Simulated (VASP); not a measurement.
# Si (P6_3/mmc) in VASP: a series of runs

Runs on Si. Level: PBE+D3(BJ). Tasks: single point.

Program: VASP 6.6.1. These are calculated values, not measurements. Logs are shortened: lines on timing, memory, paths and dates and some standing lists are left out, and cuts for length are marked.

### Step 1. The cell of the first run

Symmetry: P6_3/mmc, No. 194, hexagonal system. The conventional cell has a = 2.599 Å, b = 2.599 Å, c = 4.506 Å, α = 90.00°, β = 90.00°, γ = 120.00°. Si (site symmetry -6m2) has 12 Si at 2.60 to 2.71 Å as nearest neighbours.

This isn't the form of Si at room conditions, which is diamond.

### Step 2. Single point, PBE+D3(BJ) (strain -0.0250 x Voigt [1, 1, 0, 0, 0, 0], atoms carried along)

INCAR

```
SYSTEM = Si
  PREC = Accurate
  ENCUT = 520
  EDIFF = 1E-6
  ISMEAR = 0
  SIGMA = 0.15
  LREAL = .False.
  LASPH = .True.
  NELM = 100
  ALGO = Normal
  ISIF = 2
  LWAVE = .False.
  LCHARG = .False.
  GGA = PE
  IVDW = 12
  NBANDS = 11
```

KPOINTS

```
regular mesh
0
Gamma
  21 21 10
  0 0 0
```

POSCAR

```
Si
1.0
    2.5989380717      0.0000000000      0.0000000000
   -1.2994690358      2.2507463929      0.0000000000
    0.0000000000      0.0000000000      4.5062692700
Si
2
Direct
    0.3333333333      0.6666666667      0.2500000000
    0.6666666667      0.3333333333      0.7500000000
```

Potentials or basis: VASP PAW PBE potentials, release 64 (Si).

On the command line:

```bash
> cat potpaw_PBE.64/Si/POTCAR > POTCAR
> mpirun -np 1 vasp_std > vasp.out
```

OUTCAR:

```text
SYSTEM = Si
   PREC = Accurate
   ENCUT = 520
   EDIFF = 1E-6
   ISMEAR = 0
   LREAL = .False.
   LASPH = .True.
   NELM = 100
   ISIF = 2
   GGA = PE
   IVDW = 12
 IVDW          = 12

 ion  position               nearest neighbor table
   1  0.333  0.667  0.250-   2 2.71   2 2.71   2 2.71   2 2.71   2 2.71   2 2.71
   2  0.667  0.333  0.750-   1 2.71   1 2.71   1 2.71   1 2.71   1 2.71   1 2.71

  LATTYP: Found a hexagonal cell.
 ALAT       =     2.5989380717
 C/A-ratio  =     1.7338886675

  Lattice vectors:

 A1 = (   2.5989380717,   0.0000000000,   0.0000000000)
 A2 = (  -1.2994690358,   2.2507463929,   0.0000000000)
 A3 = (   0.0000000000,   0.0000000000,   4.5062692700)

Analysis of symmetry for initial positions (statically):
=====================================================================
 Subroutine PRICEL returns:
 Original cell was already a primitive cell.

 Routine SETGRP: Setting up the symmetry group for a
 hexagonal supercell.

 Subroutine GETGRP returns: Found 24 space group operations
 (whereof 12 operations were pure point group operations)
 out of a pool of 24 trial point group operations.

The static configuration has the point symmetry D_3d.
 The point group associated with its full space group is D_6h.

Analysis of symmetry for dynamics (positions and initial velocities):
=====================================================================
 Subroutine PRICEL returns:
 Original cell was already a primitive cell.

 Routine SETGRP: Setting up the symmetry group for a
 hexagonal supercell.

 Subroutine GETGRP returns: Found 24 space group operations
 (whereof 12 operations were pure point group operations)
 out of a pool of 24 trial point group operations.

The dynamic configuration has the point symmetry D_3d.
 The point group associated with its full space group is D_6h.

 Subroutine INISYM returns: Found 24 space group operations
 (whereof 12 operations are pure point group operations),
 and found     1 'primitive' translations

----------------------------------------------------------------------------------------

                                     Primitive cell

  volume of cell :      26.3596

  direct lattice vectors                    reciprocal lattice vectors
     2.598938072  0.000000000  0.000000000     0.384772539  0.222148529  0.000000000
    -1.299469036  2.250746393  0.000000000     0.000000000  0.444297058  0.000000000
     0.000000000  0.000000000  4.506269270     0.000000000  0.000000000  0.221913059

  length of vectors
     2.598938072  2.598938072  4.506269270     0.444297058  0.444297058  0.221913059

  position of ions in fractional coordinates (direct lattice)
     0.333333333  0.666666667  0.250000000
     0.666666667  0.333333333  0.750000000

  ion indices of the primitive-cell ions
   primitive index   ion index
                 1           1
                 2           2

----------------------------------------------------------------------------------------

 KPOINTS: regular mesh

Automatic generation of k-mesh.
 Grid dimensions read from file:
 generate k-points for:   21   21   10

 Generating k-lattice:

  Cartesian coordinates                     Fractional coordinates (reciprocal lattice)
     0.018322502  0.010578501  0.000000000     0.047619048  0.000000000  0.000000000
     0.000000000  0.021157003  0.000000000     0.000000000  0.047619048  0.000000000
     0.000000000  0.000000000  0.022191306     0.000000000  0.000000000  0.100000000

  Length of vectors
     0.021157003  0.021157003  0.022191306

  Shift w.r.t. Gamma in fractional coordinates (k-lattice)
     0.000000000  0.000000000  0.000000000

 Subroutine IBZKPT returns following result:
 ===========================================

 Found    288 irreducible k-points:

 Following reciprocal coordinates:
            Coordinates               Weight
  0.000000  0.000000  0.000000      1.000000
  0.047619  0.000000  0.000000      6.000000
  0.095238 -0.000000  0.000000      6.000000
  0.142857 -0.000000  0.000000      6.000000
  0.190476 -0.000000  0.000000      6.000000
  0.238095 -0.000000  0.000000      6.000000
[... 16 lines left out ...]
  0.142857  0.095238  0.000000     12.000000
  0.190476  0.095238  0.000000     12.000000
 [... further k-points ...]
   k-points           NKPTS =    288   k-points in BZ     NKDIM =    288   number of bands    NBANDS=     11
   number of dos      NEDOS =    301   number of ions     NIONS =      2
   total plane-waves  NPLWV =  14400
   dimension x,y,z NGX =    20 NGY =   20 NGZ =   36
   dimension x,y,z NGXF=    40 NGYF=   40 NGZF=   72
   ions per type =               2
   NGX,Y,Z   is equivalent  to a cutoff of  12.79, 12.79, 13.28 a.u.
   NGXF,Y,Z  is equivalent  to a cutoff of  25.59, 25.59, 26.56 a.u.
 SYSTEM =  Si
   PREC   = accura    normal or accurate (medium, high low for compatibility)
   ISTART =      0    job   : 0-new  1-cont  2-samecut
   ICHARG =      2    charge: 1-file 2-atom 10-const
   ISPIN  =      1    spin polarized calculation?
   LNONCOLLINEAR =      F non collinear calculations
   LSORBIT =      F    spin-orbit coupling
   LASPH  =      T    aspherical Exc in radial PAW
   ENCUT  =  520.0 eV  38.22 Ry    6.18 a.u.   4.83  4.83  8.38*2*pi/ulx,y,z
   NELM   =    100;   NELMIN=  2; NELMDL= -5     # of ELM steps
   EDIFF  = 0.1E-05   stopping-criterion for ELM
   LREAL  =      F    real-space projection
   EDIFFG = 0.1E-04   stopping-criterion for IOM
   NSW    =      0    number of steps for IOM
   IBRION =     -1    ionic relax: 0-MD 1-quasi-New 2-CG
   NFREE  =      0    steps in history (QN), initial steepest desc. (CG)
   ISIF   =      2    stress and relaxation
   ISYM   =      2    0-nonsym 1-usesym 2-fastsym
   POTIM  = 0.5000    time-step for ionic-motion
   TEBEG  =    0.0;   TEEND  =   0.0 temperature during run
   PSTRESS=    0.0 pullay stress
   NELECT =       8.0000    total number of electrons
   NUPDOWN=      -1.0000    fix difference up-down
   EMIN   =  10.00;   EMAX   =-10.00  energy-range for DOS
   EFERMI =   0.00;   METHOD = LEGACY
   ISMEAR =     0;   SIGMA  =   0.15  broadening in eV -4-tet -1-fermi 0-gaus
   EFERMI_NEDOS =   21; number of points for ismear=-14 and -15
   IALGO  =     38    algorithm
   IMIX   =      4    mixing-type and parameters
     AMIX     =   0.40;   BMIX     =  1.00
     AMIX_MAG =   1.60;   BMIX_MAG =  1.00
  volume/ion in A,a.u.               =      13.18        88.94
  Fermi-wavevector in a.u.,A,eV,Ry     =   1.100166  2.079013 16.468023  1.210366
  Thomas-Fermi vector in A             =   2.236573
   LORBIT       =      0    0 simple, 1 ext, 2 COOP (PROOUT), +10 PAW based schemes
   GGA     = PE    functional components
   LHFCALC =     F    Hartree Fock is set to
   AEXX    =    0.0000 exact exchange contribution
   IVDW    =    12    specifies the selected vdW correction
   LEPSILON=     F    determine dielectric tensor
   LRPA    =     F    only Hartree local field effects (RPA)
 non-spin polarized calculation
 Gauss-broadening in eV      SIGMA  =   0.15
  energy-cutoff  :      520.00
  volume of cell :       26.36
 maximum number of plane-waves:       732
 NGX is ok and might be reduce to    20
   NGX =  9   NGY =  9   NGZ = 17

 number of electron       8.0000000 magnetization

 Free energy of the ion-electron system (eV)
  ---------------------------------------------------
  ext. energy  EPLUGINS =         0.00000000
  ---------------------------------------------------
  free energy    TOTEN  =        -9.77649729 eV

  energy without entropy =       -9.76832811  energy(sigma->0) =       -9.77241270

 E-fermi :  11.4771     XC(G=0): -11.5741

 val. band max:       11.4765826508   @ k =   0.3810   0.0952   0.2000
 cond. band min:      11.4932099513   @ k =   0.2857   0.0476   0.4000
 fundamental gap:      0.0166273005
 Fermi energy:        11.4771362919

 k-point     1 :       0.0000    0.0000    0.0000
  band No.  band energies     occupation
      1      -3.9051      2.00000
      2       2.6752      2.00000
      3       3.6100      2.00000
      4      21.4311      0.00000
      5      21.4311      0.00000
      6      22.1541      0.00000
      7      22.1613      0.00000
      8      22.4549      0.00000
      9      22.4549      0.00000
     10      25.8588      0.00000
     11      26.4490      0.00000

 k-point     2 :       0.0476    0.0000    0.0000
  band No.  band energies     occupation
      1      -3.8400      2.00000
      2       2.7392      2.00000
      3       3.6715      2.00000
      4      20.1747      0.00000
      5      20.7179      0.00000
      6      21.8170      0.00000
      7      22.1734      0.00000
      8      23.1781      0.00000
      9      23.2542      0.00000
     10      25.2178      0.00000
     11      25.6199      0.00000

 k-point     3 :       0.0952   -0.0000    0.0000
  band No.  band energies     occupation
      1      -3.6447      2.00000
      2       2.9311      2.00000
      3       3.8561      2.00000
      4      18.1964      0.00000
      5      19.7584      0.00000
      6      21.3558      0.00000
      7      22.1676      0.00000
      8      23.1783      0.00000
      9      23.9618      0.00000
     10      24.1885      0.00000
     11      25.0712      0.00000

 k-point     4 :       0.1429   -0.0000    0.0000
  band No.  band energies     occupation
      1      -3.3197      2.00000
      2       3.2500      2.00000
      3       4.1636      2.00000
      4      16.1413      0.00000
      5      18.8764      0.00000
      6      20.7597      0.00000
      7      21.5749      0.00000
      8      21.9005      0.00000
      9      23.7142      0.00000
     10      24.0217      0.00000
     11      24.3744      0.00000

 k-point     5 :       0.1905   -0.0000    0.0000
  band No.  band energies     occupation
      1      -2.8656      2.00000
      2       3.6943      2.00000
      3       4.5936      2.00000
      4      14.1175      0.00000
      5      18.0975      0.00000
      6      19.7798      0.00000
      7      20.1284      0.00000
      8      20.8108      0.00000
      9      23.0377      0.00000
     10      23.7672      0.00000
     11      24.1909      0.00000
[... 211 lines left out ...]
 k-point    21 :       0.4762    0.0476    0.0000
  band No.  band energies     occupation
      1       2.9908      2.00000
      2       3.4009      2.00000
      3       9.3086      2.00000
      4       9.7553      2.00000
      5       9.9536      2.00000
      6      11.2238      1.98307
      7      14.6990      0.00000
      8      18.9524      0.00000
      9      20.1827      0.00000
     10      22.0990      0.00000
     11      24.5821      0.00000

 k-point    22 :       0.0952    0.0952    0.0000
  band No.  band energies     occupation
      1      -3.1250      2.00000
      2       3.4407      2.00000
      3       4.3480      2.00000
      4      16.1748      0.00000
      5      16.4311      0.00000
      6      21.5043      0.00000
      7      21.6808      0.00000
      8      21.6972      0.00000
      9      23.0857      0.00000
     10      24.1599      0.00000
     11      24.4106      0.00000

 k-point    23 :       0.1429    0.0952    0.0000
  band No.  band energies     occupation
      1      -2.6714      2.00000
      2       3.8840      2.00000
      3       4.7778      2.00000
      4      14.2786      0.00000
      5      15.5087      0.00000
      6      19.9376      0.00000
      7      20.6733      0.00000
      8      20.9566      0.00000
      9      22.7900      0.00000
     10      23.3956      0.00000
     11      24.2782      0.00000

 k-point    24 :       0.1905    0.0952    0.0000
  band No.  band energies     occupation
      1      -2.0898      2.00000
      2       4.4498      2.00000
      3       5.3295      2.00000
      4      12.3389      0.00000
      5      14.7977      0.00000
      6      18.2055      0.00000
      7      19.1682      0.00000
      8      20.3737      0.00000
      9      22.2913      0.00000
     10      22.4860      0.00000
     11      24.4670      0.00000

 [... further k-points ...]

------------------------ aborting loop because EDIFF is reached ----------------------------------------

 Edisp (eV)   -0.94420

 E8    (eV) :    -0.3864

  FORCE on cell =-STRESS in cart. coord.  units (eV):
  Direction    XX          YY          ZZ          XY          YZ          ZX
  --------------------------------------------------------------------------------------
  -------------------------------------------------------------------------------------
  Total       0.58420     0.58420     0.25185     0.00000     0.00000     0.00000
  in kB      35.50824    35.50824    15.30776     0.00000     0.00000     0.00000
  external pressure =       28.77 kB  Pullay stress =        0.00 kB

 VOLUME and BASIS-vectors are now :
 -----------------------------------------------------------------------------
  energy-cutoff  :      520.00
  volume of cell :       26.36
      direct lattice vectors                 reciprocal lattice vectors
     2.598938072  0.000000000  0.000000000     0.384772539  0.222148529  0.000000000
    -1.299469036  2.250746393  0.000000000     0.000000000  0.444297058  0.000000000
     0.000000000  0.000000000  4.506269270     0.000000000  0.000000000  0.221913059

 POSITION                                       TOTAL-FORCE (eV/Angst)
 -----------------------------------------------------------------------------------
     -0.00000      1.50050      1.12657        -0.000000      0.000000      0.000000
      1.29947      0.75025      3.37970         0.000000      0.000000      0.000000
 -----------------------------------------------------------------------------------
    total drift:                               -0.000000      0.000000     -0.000000

  FREE ENERGIE OF THE ION-ELECTRON SYSTEM (eV)
  ---------------------------------------------------
  free  energy   TOTEN  =       -10.7206976052 eV

  energy  without entropy=      -10.7125284255  energy(sigma->0) =      -10.71661302
```

Wall time 25 s (1 thread of Intel Xeon Platinum 8488C (Sapphire Rapids), shared host); peak memory 0.19 GiB.

What came out:

```
Free energy                : -10.7207 eV
Pressure                   : 2.9 GPa
Band gap on the k mesh     : none (metal or under the smearing width)
Dispersion energy per atom : -0.472 eV
```

Stress tensor (GPa, compression positive):
```
3.55 0.00 0.00
0.00 3.55 0.00
0.00 0.00 1.53
```

Levels at points of the mesh, in eV from the Fermi level:
| k point | band 1 | band 2 | band 3 | band 4 | band 5 | band 6 | band 7 | band 8 |
| --- | --- | --- | --- | --- | --- | --- | --- | --- |
| (0.00, 0.00, 0.00) | -15.38 | -8.80 | -7.87 | 9.95 | 9.95 | 10.68 | 10.68 | 10.98 |
| (0.00, 0.00, 0.50) | -13.61 | -13.61 | 0.12 | 0.12 | 11.37 | 11.37 | 11.37 | 11.37 |

Caveat: pairwise dispersion overbinds metals, which lowers pressure and volume.

### Step 3. Single point, PBE+D3(BJ) (strain -0.0500 x Voigt [1, 1, 0, 0, 0, 0], atoms carried along)

INCAR

```
ALGO     = Normal         # electronic algorithm
EDIFF    = 1E-6           # SCF threshold, eV
ENCUT    = 520            # plane-wave cutoff, eV
GGA      = PE             # functional
ISIF     = 2              # what is computed and relaxed
ISMEAR   = 0              # smearing method
IVDW     = 12             # dispersion correction
LASPH    = True           # aspherical terms in the spheres
LCHARG   = True           # write CHGCAR
LELF     = True           # ELF
LREAL    = False          # projectors in reciprocal space
LVHAR    = True         
LWAVE    = False          # write WAVECAR
NBANDS   = 11             # bands
NELM     = 100            # most SCF steps
PREC     = Accurate       # precision mode
SIGMA    = 0.15           # smearing width, eV
```

KPOINTS

```
k-points
0
Gamma
  21 21 10
```

POSCAR

```
Si
1.0
    2.5322986339      0.0000000000      0.0000000000
   -1.2661493170      2.1930349470      0.0000000000
    0.0000000000      0.0000000000      4.5062692700
Si
2
Direct
    0.3333333333      0.6666666667      0.2500000000
    0.6666666667      0.3333333333      0.7500000000
```

Potentials or basis: VASP PAW PBE potentials, release 64 (Si).

On the command line:

```bash
> cat potpaw_PBE.64/Si/POTCAR > POTCAR
> mpirun -np 1 vasp_std > vasp.out
```

Wall time 28 s (1 thread of Intel Xeon Platinum 8488C (Sapphire Rapids), shared host); peak memory 0.19 GiB.

The run converged. Its results:

- Free energy: -10.6568 eV
- Pressure: 9.9 GPa
- Band gap on the k mesh: none (metal or under the smearing width)
- Dispersion energy per atom: -0.498 eV

Stress tensor (GPa, compression positive):
```
11.95  0.00  0.00
 0.00 11.95  0.00
 0.00  0.00  5.80
```

Levels at points of the mesh, in eV from the Fermi level:
```csv
k point,band 1,band 2,band 3,band 4,band 5,band 6,band 7,band 8
"(0.00, 0.00, 0.00)",-15.90,-9.38,-8.35,10.25,10.40,10.95,10.95,11.68
"(0.00, 0.00, 0.50)",-14.13,-14.13,-0.40,-0.40,12.37,12.37,12.37,12.37
```

Caveat: pairwise dispersion overbinds metals, which lowers pressure and volume.
